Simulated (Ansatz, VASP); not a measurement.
**One calculation of TiC, two programs**

File INCAR:

```
SYSTEM = TiC
PREC = Accurate
ENCUT = 520
EDIFF = 1E-6
ISMEAR = 0
SIGMA = 0.028000000000000004
LREAL = .False.
LASPH = .True.
NELM = 80
ALGO = Normal
ISIF = 2
LWAVE = .False.
LCHARG = .False.
GGA = PE
NBANDS = 15
```

File KPOINTS:

```
regular mesh
0
Gamma
  11 11 11
  0 0 0
```

Contents of POSCAR:

```
TiC
1.0
    0.0000000000      2.1657188437      2.1657188437
    2.1657188437      0.0000000000      2.1657188437
    2.1657188437      2.1657188437      0.0000000000
Ti C
1 1
Direct
    0.0000000000      0.0000000000      0.0000000000
    0.5000000000      0.5000000000      0.5000000000
```

Contents of input.yaml:

```yaml
crystal:
  lattice:
    - [0.0, 2.1657188437, 2.1657188437]
    - [2.1657188437, 0.0, 2.1657188437]
    - [2.1657188437, 2.1657188437, 0.0]
  atoms:
    - { symbol: Ti, position: [0.0, 0.0, 0.0] }
    - { symbol: C, position: [0.5, 0.5, 0.5] }
kpoints:
  mp_grid: { grid: [11, 11, 11] }
scf:
  occupations: { method: gaussian, width: 0.028 }
hamiltonian:
  xc: pbe
  pseudopotentials: { kind: all_electron, lapw: { basis_error: 0.001 } }
output:
  forces: true
  stress: true
  eigenvalues: true
```

The cell is a database's computed one.

Alike in both runs: task single point; functional PBE; k mesh 11 × 11 × 11; occupations gaussian, width 0.028 eV; no spin polarisation.

|  | VASP | Ansatz |
| --- | --- | --- |
| version | VASP 6.6.1 | Ansatz 0.2.0 |
| potentials or method | VASP PAW PBE potentials, release 64 (Ti_sv, C) | all-electron LAPW, scalar-relativistic |
| plane-wave cutoff (eV) | 520 | see its input |

```tsv
	VASP	Ansatz	Ansatz less VASP
gap on the k mesh at the Fermi level (eV)	none	none	-
pressure (GPa)	0.5	0.2	-0.24
```

A gap of «none» marks a metal or a gap that the smearing closes. Ansatz ran all-electron here, so the differences hold the error of VASP's frozen core and of both bases.
